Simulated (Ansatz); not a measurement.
**In: from a trial structure to a relaxed crystal**

Computed with DFT PBEsol, scalar-relativistic, plane waves, PAW (Ansatz 0.2.0). Cutoff 420 eV, Γ-centred k mesh, Gaussian smearing, no spin polarisation in the final step.

A relaxed cell is given with its space group left out.

```
CELL_PARAMETERS angstrom
5.94128 0.00000 0.00000
0.00000 5.94128 0.00000
0.00000 0.00000 5.94128
ATOMIC_POSITIONS crystal
In 0.50000 0.50000 0.50000
In 0.00000 0.00000 0.00000
In 0.25000 0.00000 0.50000
In 0.50000 0.25000 0.00000
In 0.50000 0.75000 0.00000
In 0.75000 0.00000 0.50000
In 0.00000 0.50000 0.75000
In 0.00000 0.50000 0.25000
```

Energies count from the standard state of In at the same level.

Problem. What space group does it have?

Solution. Pm-3n (No. 223). Conventional cell: a = 5.941 Å. In on Wyckoff site a (2 atoms of the primitive cell) is coordinated by 12 In at 3.32 Å; In on Wyckoff site c (6 atoms of the primitive cell) has 2 In at 2.97 Å, 4 In at 3.32 Å and 8 In at 3.64 Å.

Problem. How far above the standard state of In does it lie?

Solution. 0.05 eV/atom.

Problem. Is it a metal?

Solution. Yes, bands cross the Fermi level on the 6×6×6 mesh.

The final run used a 6×6×6 mesh on its 8-atom cell and 0.10 eV smearing. For metals, differences of a few meV/atom aren't resolved. The cell came from a trial start, so In may not exist in this structure.